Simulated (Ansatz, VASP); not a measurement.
## ZrGe in two plane-wave programs

Aim: how closely do two programs agree when they are given the same cell, functional and k mesh? The cell is generated by rule, not measured, and may not be a known phase. The cell is taken from a series of runs on this material, whose earlier steps may have relaxed, scaled, displaced or heated it; both programs get it as it stands.

Program: Ansatz 0.2.0. Level of theory: plane waves, with VASP 6.6.1 beside it; relaxation of cell and atoms at PBE. Results are calculated unless marked as measured.

### Step 1. Set-up

The structure is hexagonal, space group P6_3mc (No. 186). Conventional cell: a = 4.175 Å, b = 4.175 Å, c = 6.818 Å, α = 90.00°, β = 90.00°, γ = 120.00°. Nearest to Zr lie 4 Ge at 2.56 Å. Nearest to Ge lie 4 Zr at 2.56 Å. Farther neighbours are not listed.

Coordinates:

```cif
data_structure
_symmetry_space_group_name_H-M 'P 1'
_symmetry_Int_Tables_number 1
_cell_length_a 4.1752
_cell_length_b 4.1752
_cell_length_c 6.8182
_cell_angle_alpha 90.000
_cell_angle_beta 90.000
_cell_angle_gamma 120.000
_cell_volume 102.93
loop_
_atom_site_label
_atom_site_type_symbol
_atom_site_fract_x
_atom_site_fract_y
_atom_site_fract_z
_atom_site_occupancy
Zr1 Zr 0.33333 0.66667 0.00000 1
Zr2 Zr 0.66667 0.33333 0.50000 1
Ge3 Ge 0.33333 0.66667 0.37500 1
Ge4 Ge 0.66667 0.33333 0.87500 1
```

### Step 2. VASP: relaxation of cell and atoms, PBE, pair 1

The relaxed volume is the usual yardstick between codes: in a stiff, nearly cubic crystal its relative difference is about their pressure difference at one cell divided by the bulk modulus.

Lines of VASP's logs that name or quote its potential files are left out, and so is its time.

INCAR

```
SYSTEM = ZrGe
PREC = Accurate
ENCUT = 500
EDIFF = 1E-07
NELM = 120
ISMEAR = 0
SIGMA = 0.1
LREAL = .FALSE.
ALGO = Normal
GGA = PE
NBANDS = 32
LASPH = .TRUE.
LORBIT = 11
LWAVE = .FALSE.
LCHARG = .FALSE.
ISIF = 3
IBRION = 2
NSW = 80
EDIFFG = -0.005
GGA_COMPAT = .FALSE.
NELMIN = 4
KPAR = 2
```

POSCAR

```
ZrGe
1.0
    4.1752380000      0.0000000000      0.0000000000
   -2.0876190000      3.6158620000      0.0000000000
    0.0000000000      0.0000000000      6.8181600000
Zr Ge
2 2
Direct
    0.3333333794      0.6666667589      0.0000000000
    0.6666666206      0.3333332411      0.5000000000
    0.3333333794      0.6666667589      0.3750000000
    0.6666666206      0.3333332411      0.8750000000
```

KPOINTS

```
Automatic mesh
0
Gamma
6 6 4
0 0 0
```

PAW data sets: Zr_sv and Ge_d (PBE family, release 64).

Started as:

```bash
mpirun -np 2 vasp_std
```

Numbers of over 12 decimals in the logs are rounded to 6 here.

Output:

```text
[banner, memory and clock lines left out]
running    2 mpi-ranks, on    1 nodes
 distrk:  each k-point on    1 cores,    2 groups
 distr:  one band on    1 cores,    1 groups

 POSCAR found type information on POSCAR ZrGe
 POSCAR found :  2 types and       4 ions
 LDA part: xc-table for (Slater+PW92), standard interpolation
 POSCAR, INCAR and KPOINTS ok, starting setup
 FFT: planning ... GRIDC
 FFT: planning ... GRID_SOFT
 FFT: planning ... GRID
 WAVECAR not read
 entering main loop
       N       E                     dE             d eps       ncg     rms          rms(c)
DAV:   1     0.638086739351E+03    0.63809E+03   -0.25599E+04  1600   0.333E+03
DAV:   2     0.749741320619E+02   -0.56311E+03   -0.55007E+03  1368   0.908E+02
DAV:   3    -0.185488573695E+02   -0.93523E+02   -0.92025E+02  1864   0.215E+02
DAV:   4    -0.272384897518E+02   -0.86896E+01   -0.86323E+01  2064   0.664E+01
DAV:   5    -0.277057860450E+02   -0.46730E+00   -0.46715E+00  1984   0.124E+01    0.171E+01
DAV:   6    -0.251115031864E+02    0.25943E+01   -0.99165E+00  2240   0.702E+01    0.544E+00
DAV:   7    -0.251626051682E+02   -0.51102E-01   -0.20803E+00  1856   0.862E+00    0.222E+00
DAV:   8    -0.251540684532E+02    0.85367E-02   -0.14541E-01  1912   0.351E+00    0.155E+00
DAV:   9    -0.251580474846E+02   -0.39790E-02   -0.25262E-02  1736   0.122E+00    0.163E-01
DAV:  10    -0.251576173715E+02    0.43011E-03   -0.17856E-03  1952   0.374E-01    0.644E-02
DAV:  11    -0.251576825180E+02   -0.65146E-04   -0.37127E-04  2048   0.107E-01    0.308E-02
DAV:  12    -0.251576672156E+02    0.15302E-04   -0.83637E-05  1960   0.566E-02    0.118E-02
DAV:  13    -0.251576685118E+02   -0.12961E-05   -0.49531E-06  1800   0.193E-02    0.768E-03
DAV:  14    -0.251576684663E+02    0.45453E-07   -0.26855E-06  1752   0.108E-02    0.147E-03
DAV:  15    -0.251576686888E+02   -0.22247E-06   -0.22559E-07  1216   0.367E-03    0.545E-04
DAV:  16    -0.251576686901E+02   -0.12706E-08   -0.23471E-08   936   0.162E-03
   1 F= -.25157669E+02 E0= -.25156774E+02  d E =-.251577E+02
[... from here on, the cycles between the ionic steps are left out ...]
   2 F= -.25323960E+02 E0= -.25323948E+02  d E =-.166291E+00
   3 F= -.25450331E+02 E0= -.25450248E+02  d E =-.292663E+00
  22 F= -.27480178E+02 E0= -.27476545E+02  d E =-.173198E-01
  23 F= -.27502207E+02 E0= -.27498631E+02  d E =-.393489E-01
  24 F= -.27502431E+02 E0= -.27498865E+02  d E =-.395735E-01
  25 F= -.27502419E+02 E0= -.27498850E+02  d E =-.395611E-01
  26 F= -.27502832E+02 E0= -.27499269E+02  d E =-.412655E-03
  27 F= -.27503145E+02 E0= -.27499595E+02  d E =-.726323E-03
  28 F= -.27503160E+02 E0= -.27499610E+02  d E =-.146191E-04
  29 F= -.27503176E+02 E0= -.27499628E+02  d E =-.313205E-04
 curvature:  -0.53 expect dE=-0.112E-04 dE for cont linesearch -0.355E-07
 trial: gam= 0.39022 g(F)=  0.307E-05 g(S)=  0.181E-04 ort =-0.199E-05 (trialstep = 0.442E+00)
 search vector abs. value=  0.286E-04
 bond charge predicted
       N       E                     dE             d eps       ncg     rms          rms(c)
DAV:   1    -0.275032091477E+02   -0.32607E-04   -0.14822E-03  1856   0.356E-01    0.383E-02
DAV:   2    -0.275031897316E+02    0.19416E-04   -0.78141E-05  1704   0.842E-02    0.170E-02
DAV:   3    -0.275031835066E+02    0.62250E-05   -0.22551E-05  1904   0.380E-02    0.849E-03
DAV:   4    -0.275031829285E+02    0.57814E-06   -0.28572E-06  1968   0.109E-02    0.449E-03
DAV:   5    -0.275031822458E+02    0.68264E-06   -0.34086E-07  1496   0.427E-03    0.268E-03
DAV:   6    -0.275031816377E+02    0.60816E-06   -0.18974E-07  1024   0.435E-03    0.328E-04
DAV:   7    -0.275031816103E+02    0.27405E-07   -0.28403E-08   784   0.160E-03
  30 F= -.27503182E+02 E0= -.27499632E+02  d E =-.511356E-05
 trial-energy change:   -0.000005  1 .order   -0.000005   -0.000009   -0.000002
 step:   0.5687(harm=  0.5687)  dis= 0.00028  next Energy=   -27.503182 (dE=-0.578E-05)
 reached required accuracy - stopping structural energy minimisation
```

From OUTCAR (step 2):

```text
ion  position               nearest neighbor table
   1  0.333  0.667  0.000-   4 2.56   4 2.56   4 2.56   3 2.56
   2  0.667  0.333  0.500-   3 2.56   3 2.56   3 2.56   4 2.56
   3  0.333  0.667  0.375-   2 2.56   2 2.56   2 2.56   1 2.56
   4  0.667  0.333  0.875-   1 2.56   1 2.56   1 2.56   2 2.56

  LATTYP: Found a hexagonal cell.
 ALAT       =     4.1752380000
 C/A-ratio  =     1.6329991248

 Subroutine GETGRP returns: Found 12 space group operations
 (whereof  6 operations were pure point group operations)

The static configuration has the point symmetry C_3v.
 The point group associated with its full space group is C_6v.

 Found     21 irreducible k-points:

   k-points           NKPTS =     21   k-points in BZ     NKDIM =     21   number of bands    NBANDS=     32

   dimension x,y,z NGX =    30 NGY =   30 NGZ =   50
   dimension x,y,z NGXF=    60 NGYF=   60 NGZF=  100

   ENCUT  =  500.0 eV  36.75 Ry    6.06 a.u.   7.61  7.61 12.43*2*pi/ulx,y,z

   NELECT =      52.0000    total number of electrons

 k-points in reciprocal lattice and weights: Automatic mesh
   0.00000000  0.00000000  0.00000000       0.007
   0.16666667  0.00000000  0.00000000       0.042
   0.33333333  0.00000000  0.00000000       0.042
   0.50000000  0.00000000  0.00000000       0.021
   0.16666667  0.16666667  0.00000000       0.042
   0.33333333  0.16666667  0.00000000       0.083
   0.33333333  0.33333333  0.00000000       0.014
   0.00000000  0.00000000  0.25000000       0.014
   0.16666667  0.00000000  0.25000000       0.083
[...]
0.33333333  0.16666667  0.50000000       0.083
   0.33333333  0.33333333  0.50000000       0.014

 average (electrostatic) potential at core
       1 -78.5026       2 -78.5026       3 -72.5646       4 -72.5646

 E-fermi :   5.3025

 k-point     1 :       0.0000    0.0000    0.0000
  band No.  band energies     occupation
    ...
     21       3.6568      2.00000
     22       3.6568      2.00000
     23       3.7582      2.00000
     24       3.8935      2.00000
     25       3.8935      2.00000
     26       5.7236      0.00000
     27       5.7236      0.00000
     28       6.6191      0.00000
     29       7.7908      0.00000
     30       7.7908      0.00000
    ...

 k-point     2 :       0.1667    0.0000    0.0000
  band No.  band energies     occupation
    ...
     22       3.7434      2.00000
     23       3.7772      2.00000
     24       3.7802      2.00000
     25       4.2230      2.00000
     26       5.3464      0.53476
     27       5.5690      0.00016
     28       6.9228      0.00000
     29       7.9850      0.00000
     30       8.0155      0.00000
     31       8.4925      0.00000
    ...

 k-point     3 :       0.3333    0.0000    0.0000
  band No.  band energies     occupation
    ...
     23       3.9736      2.00000
     24       4.0323      2.00000
     25       4.7055      2.00000
     26       5.0231      1.99992
     27       5.3200      0.80486
     28       6.8547      0.00000
     29       7.8226      0.00000
     30       8.1105      0.00000
     31       8.3083      0.00000
     32       8.3967      0.00000

  Total        0.0067161      0.0067161      0.0042027      0.0000000      0.0000000      0.0000000
  in kB        0.1055587      0.1055587      0.0660544      0.0000000      0.0000000      0.0000000
  external PRESSURE =       0.0923906 kB  Pullay stress =       0.0000000 kB

  energy-cutoff  :      500.00
  volume of cell :      101.94
      direct lattice vectors                 reciprocal lattice vectors
     4.674212750  0.000000000 -0.000000000     0.213939770  0.123518191  0.000000000
    -2.337106375  4.047986751 -0.000000000    -0.000000000  0.247036382  0.000000000
    -0.000000000 -0.000000000  5.387470356     0.000000000  0.000000000  0.185615871

 POSITION                                       TOTAL-FORCE (eV/Angst)
 -----------------------------------------------------------------------------------
     -0.00000      2.69866      5.05080        -0.000000     -0.000000     -0.000832
      2.33711      1.34933      2.35706         0.000000      0.000000     -0.000832
     -0.00000      2.69866      2.35697         0.000000     -0.000000      0.000832
      2.33711      1.34933      5.05071        -0.000000     -0.000000      0.000832
 -----------------------------------------------------------------------------------
    total drift:                                0.000000      0.000001      0.000592

  FREE ENERGIE OF THE ION-ELECTRON SYSTEM (eV)
  ---------------------------------------------------
  free  energy   TOTEN  =       -27.5031816103 eV

  energy  without entropy=      -27.4960820280  energy(sigma->0) =      -27.49963182

 reached required accuracy - stopping structural energy minimisation

 total charge
# of ion       s       p       d       tot
------------------------------------------
    1        2.164   5.971   1.611   9.746
    2        2.164   5.971   1.611   9.746
    3        1.157   1.389   9.988  12.535
    4        1.157   1.389   9.988  12.535
--------------------------------------------------
tot          6.643  14.720  23.199  44.561

[... 3 further parts left out ...]
```

CONTCAR:

```
ZrGe
   1.00000000000000
     4.6742127500863679    0.0000000000000001   -0.0000000000000000
    -2.3371063750431840    4.0479867511971124   -0.0000000000000000
    -0.0000000000000000   -0.0000000000000000    5.3874703555328303
  Zr              Ge
     2     2
Direct
     0.3333333794000026    0.6666667588999999    0.9375085567503983
     0.6666666205999974    0.3333332411000001    0.4375085567503981
     0.3333333794000026    0.6666667588999999    0.4374914432496019
     0.6666666205999974    0.3333332411000001    0.9374914432496017
```

### Step 3. Ansatz: relaxation of cell and atoms, PBE, pair 1

Ansatz runs on its default PAW (the set named soft_2) files.

The same cell, functional, mesh and smearing now go to Ansatz, which takes its cutoff from its data sets.

input.yaml

```yaml
crystal:
  lattice:
    - [4.17524, 0.0, 0.0]
    - [-2.08762, 3.61586, 0.0]
    - [0.0, 0.0, 6.81816]
  atoms:
    - { symbol: Zr, position: [0.333333, 0.666667, 0.0] }
    - { symbol: Zr, position: [0.666667, 0.333333, 0.5] }
    - { symbol: Ge, position: [0.333333, 0.666667, 0.375] }
    - { symbol: Ge, position: [0.666667, 0.333333, 0.875] }
kpoints:
  mp_grid: { grid: [6, 6, 4] }
hamiltonian:
  xc: pbe
scf:
  occupations: { method: gaussian, width: 0.1 }
output:
  forces: true
  stress: true
  eigenvalues: true
relax:
  adjacent_minimum: "off"
  f_tol: 0.05
  max_steps: 80
  cell: { stress_tol: 0.5 }
```

Started as:

```bash
ansatz run input.yaml --threads 4 --pin off --max-ram 7168MiB --backend cpu --events-out ev --progress --plain --runs-dir out
```

Output:

```text
Warning: the atoms were moved onto the symmetric positions of the space group found under crystal.symmetry.tolerance 1.0e-5 (fractional; no operation is sought that the atoms, as they stand in a round, miss by more than twice it, and no atom is moved by as much as it), and the run uses the moved positions. Before a round's move an operation carried an atom to 4.18e-6 Å from where it should land, the largest such dist [...]
The last accepted step is kept in <dir> (removed where the run ends without a failure and the disk answers)
Engine: ansatz 0.2.0, aarch64-unknown-linux-gnu
Pseudopotentials: kind: paw
Pseudopotential: Zr, paw, valence charge 12, recommended cutoff 420 eV (normal), Zr.paw.azcp
Pseudopotential: Ge, paw, valence charge 14, recommended cutoff 420 eV (normal), Ge.paw.azcp
Functional definition: PBE
  parameter kappa = 0.804
  parameter beta = 0.066725
  exchange = pbe_x(kappa = kappa, mu = beta*pi^2/3)
  correlation = pbe_c(beta = beta)
Crystal: 4 atoms, lattice volume = 102.934 Å³
Basis set: ecut = 420 eV, 1985 PW (Γ), exchange–correlation on 60×60×96 points (8 copies of the dense FFT grid, shifted against one another)
Bands: 32, of which v1, the nominal top of the filled ones, is band 26 counted from 1 (25 counted from 0)
Symmetry: 12 space group operations
Space group: P63mc (ITA 186), of the structure as read, at distance tolerance 4.7e-5 Å
k-points: 21 of 144 (time reversal used)
Non-local potential: Zr, projectors of the file, l = 0: 3, l = 1: 2, l = 2: 2, l = 3: 2
Non-local potential: Ge, projectors of the file, l = 0: 2, l = 1: 2, l = 2: 3, l = 3: 1
PAW form: soft (Blöchl's): semilocal exchange-correlation on the pseudo side does not see the compensation charge
PAW one-centre angular grid: Zr, 590 points (default); XC on 64 Gauss nodes
PAW one-centre angular grid: Ge, 590 points (default); XC on 64 Gauss nodes
Initial density: superposition of atomic densities (neutral atoms: chi_scale 0, normalization atom), corrected by the library's trained network
Initial wavefunctions: pseudopotential atomic-orbital guess
Functional: x = pbe(κ = 0.804, μ = 0.219515), c = pbe(β = 0.066725)
[...]
iter 1 solved again at ethr=1.13e-4 eV; its pass at ethr=3.10e-3 eV (dr2=5.87e-2 eV) is discarded
SCF iter   1: F=—  HF=-16959.080736 eV  |F-HF|=—  |Δ(HF+E_count)|=         —  Δρ=6.60e-3  dr2=6.04e-2  ethr=1.13e-4  ⟨swp⟩=1.0  Hψ=3439  notcnv=0
preconditioner: auto → LDOS  [metal: Δε(μ)=0.032 eV  Ē_g=5.291 eV  σ=0.100 eV  W_gap=0.18  n_scr=22 (ndim 8)  ℏωp=14.7 eV  f_vac=0.053  D(μ)=1.42/eV (n_scr^D=8)  β→1.0]
SCF iter   2: F=—  HF=-16959.063017 eV  |F-HF|=—  |Δ(HF+E_count)|=   1.77e-2  Δρ=3.01e-3  dr2=1.22e-2  ethr=1.13e-4  ⟨swp⟩=2.0  Hψ=1323  notcnv=0
SCF iter   3: F=—  HF=-16959.059040 eV  |F-HF|=—  |Δ(HF+E_count)|=   3.98e-3  Δρ=6.49e-4  dr2=6.55e-4  ethr=2.34e-5  ⟨swp⟩=2.5  Hψ=1151  notcnv=0
SCF iter   4: F=—  HF=-16959.058800 eV  |F-HF|=—  |Δ(HF+E_count)|=   2.41e-4  Δρ=1.87e-4  dr2=2.86e-5  ethr=1.26e-6  ⟨swp⟩=2.0  Hψ=1051  notcnv=0
SCF iter   5: F=—  HF=-16959.058798 eV  |F-HF|=—  |Δ(HF+E_count)|=   1.29e-6  Δρ=5.70e-5  dr2=2.71e-6  ethr=5.50e-8  ⟨swp⟩=2.0  Hψ=1051  notcnv=0
SCF iter   6: F=-16959.058800 eV  HF=-16959.058799 eV  |F-HF|=2.57e-7  |Δ(HF+E_count)|=   1.04e-6  Δρ=1.69e-5  dr2=1.50e-7  ethr=7.69e-10  ⟨swp⟩=6.8  Hψ=3043  notcnv=0
SCF 8 converged in 6 iterations: F = -16959.058800 eV  dr2 = 1.50e-7
relax step   8: F+E_penalty+E_count = -16959.05879972 eV  Δ(F+E_penalty+E_count) = -8.616e-2 eV  max|allowed force component| = 1.267e-1 eV/Å  Δτ_max = 0.0441 Å  P = -0.803 GPa  Ω = 102.528 Å³  energy of the carried Pulay correction = +5.406e-5 eV  (6 SCF iters, dr2 threshold 4.00e-7 eV, accepted)
[...]
relax step   9: F+E_penalty+E_count = -16959.06965510 eV  Δ(F+E_penalty+E_count) = -1.086e-2 eV  max|allowed force component| = 2.829e-3 eV/Å  Δτ_max = 0.0124 Å  P = +0.041 GPa  Ω = 101.687 Å³  energy of the carried Pulay correction = +1.668e-4 eV  (5 SCF iters, dr2 threshold 4.00e-7 eV, accepted)
[...]
relax step  10: F+E_penalty+E_count = -16959.08046629 eV  Δ(F+E_penalty+E_count) = -1.081e-2 eV  max|allowed force component| = 2.940e-3 eV/Å  Δτ_max = 0.0000 Å  P = +0.247 GPa  Ω = 101.687 Å³  stress off target by 2.93e-1 GPa  SCF on the basis re-selected at this cell (its energy is not comparable with the rows above)  (7 SCF iters)
basis re-selected at this cell: Δ(F+E_penalty+E_count) = -1.081e-2 eV, ΔP = +0.207 GPa vs the last step (what re-selecting the basis moved, of the pressure what is left beyond the Pulay correction that the steps carried, after the strain that the cell walked since its last selection, with what the two solves' SCF thresholds leave and, on support functions, any second-order correction that the steps lacked; it is no measure of the basis error at this ecutwfc). The dense FFT grid was sized anew with the basis: this SCF ran on 32×32×36 points, the steps before it on 30×30×48, so part of this shift can come from that change (see relax.cell in the input reference). [rest of the remark cut]
SCF converged after 7 iterations
Free energy (F): -16959.080466 eV
Harris-Foulkes:  -16959.080466 eV  (|F-HF|=3.33e-9)
Internal energy: -16959.073382 eV  (E = F + TS)
E sigma→0 (E₀):  -16959.076924 eV
Entropy (-TS):   -0.007084 eV (-1.771 meV/atom)
Fermi energy:    9.195947 eV
--- Per-component energies (eV) ---
  E_band       = -554.160733
  E_kinetic    = 887.635520
  E_local      = -6790.185255  (includes V_loc(G=0)·N_el)
  E_nonlocal   = 995.988472
  E_hartree    = 2823.938616
  E_xc         = -474.636007
  E_vxc        = -511.220206  (∫ρ·V_xc dr)
  E_paw        = -9946.233545  (= ΣΔE_a)
  E_vpaw       = -784.257035  (= ΣTr[D̂ρ^β])
  E_aug_tail   = 0.000699  (compensation charges beyond the density's cutoff)
  E_ewald      = -4455.581882
  E_smearing   = -0.007084  (= −TS)
  E_closure    = 0.000000  (closes the sum)
  Σ components = -16959.080466   (vs F -16959.080466, Δ=0.00e0)
--- Forces (eV/Å), atoms counted from 1 ---
  atom   1  Zr    -0.00000000    -0.00000000    -0.00293976
  atom   2  Zr     0.00000000     0.00000000    -0.00293976
  atom   3  Ge    -0.00000000    -0.00000000     0.00293947
  atom   4  Ge     0.00000000     0.00000000     0.00293947
  max |Σ_I F_I| component: 5.87e-7 eV/Å
--- Stress (GPa, compression-positive) ---
        0.293177       0.000000       0.000000
        0.000000       0.293177       0.000000
        0.000000       0.000000       0.155316
  P = ⅓ Tr σ = 0.2472 GPa (2.472 kbar)
--- Band table (eV; the first three rows and the last of 21) ---
  k-point 0: bands = [... 22 lower, 7.6555, 7.7868, 7.7868, 9.6178, 9.6178, 10.5155, 11.6904, 11.6904, ... 2 higher]
  k-point 1: bands = [... 22 lower, 7.4076, 7.5001, 7.5001, 8.9052, 10.3009, 10.3009, 11.8913, 11.8913, ... 2 higher]
  k-point 2: bands = [... 22 lower, 7.2871, 7.2871, 7.2871, 7.2871, 11.4504, 11.4504, 11.4504, 11.4504, ... 2 higher]
  k-point 20: bands = [... 22 lower, 7.5265, 7.5265, 8.2835, 8.2835, 9.9858, 9.9858, 11.7606, 11.7606, ... 2 higher]
--- Relaxed structure (9 steps of the walk, 9 accepted, 1 SCFs on fresh bases) ---
  F+E_penalty+E_count = -16959.08046629 eV   max|allowed force component| = 2.940e-3 eV/Å   (the final SCF, on the basis selected at the relaxed cell)
  cell:  # Å, volume = 101.6865 Å³
    - [4.670370, 0, 0]
    - [-2.335185, 4.044659, 0]
    - [0, 0, 5.383072]
  atoms:
    - { symbol: Zr, position: [0.333333, 0.666667, -0.062463] }
    - { symbol: Zr, position: [0.666667, 0.333333, 0.437537] }
    - { symbol: Ge, position: [0.333333, 0.666667, 0.437463] }
    - { symbol: Ge, position: [0.666667, 0.333333, 0.937463] }
```

Reading the cycles: dr2 is the Hartree energy of the density residual (eV), the measure of convergence; HF is the Harris–Foulkes estimate of the energy, which meets the free energy F at convergence.

### Step 4. Differences

Known differences besides the potentials themselves: the cutoff is 420 eV in Ansatz and 500 eV in VASP; Ansatz adds a Pulay correction to the stress that steers its cell, VASP none. Total energies have different zeros and are not compared.

The two programs side by side:

| quantity | Ansatz | VASP | difference |
| --- | --- | --- | --- |
| volume (Å³) | 101.69 | 101.94 | -0.25 % |
| edge a after relaxation, in the typed setting (Å) | 4.670 | 4.674 | -0.08 % |
| edge c after relaxation, in the typed setting (Å) | 5.383 | 5.388 | -0.08 % |

(Continued in part 2 of 2.)

[Lines on the potential files, build, host, timing and source positions are cut from VASP's logs without a mark.]

[Logs are printed without paths, hosts, clocks, repeated set-up lines and the standing remarks that a program may print on its own settings, such as how far it seeks lower states.]

[Hosts, paths, dates, database ids (printed as entryN), source tags and the programs' standing remarks are cut or masked in the printed files.]
